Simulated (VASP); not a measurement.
Crystal: CdSe (Cadmoselite).

```
CELL_PARAMETERS angstrom
4.30000 0.00000 0.00000
-2.15000 3.72391 0.00000
0.00000 0.00000 7.02000
ATOMIC_POSITIONS crystal
Cd 0.33333 0.66667 0.00000
Cd 0.66667 0.33333 0.50000
Se 0.33333 0.66667 0.38500
Se 0.66667 0.33333 0.88500
```

Base run:

| Quantity | Value |
| --- | --- |
| Program | VASP 6.6.1 |
| Functional | r2SCAN |
| Potentials or basis | VASP PAW PBE potentials, release 64 (Cd, Se) |
| Cutoff | 520 eV |
| k mesh | 6 × 6 × 3 |
| Occupations | fermi-dirac, width 0.02 eV |
| Spin | no spin polarisation |

Its results: band gap on the k mesh 1.19 eV, direct; pressure 1.9 GPa; largest force 0.287 eV/Å.

Q: After a change of settings the same cell gave: band gap on the k mesh 1.67 eV, direct; pressure 2.0 GPa; largest force 0.288 eV/Å. Which change was it?
A. functional from r2SCAN to PBEsol
B. functional from r2SCAN to HSE06; k mesh from 6 × 6 × 3 to 5 × 5 × 3
C. functional from r2SCAN to LDA; potentials or basis from VASP PAW PBE potentials, release 64 (Cd, Se) to VASP PAW LDA potentials, release 64 (Cd, Se)

A: B.

Caveats: the PAW data sets were made with another functional, which shifts forces and pressure a little.

Runs at the PBE level aren't shown here.
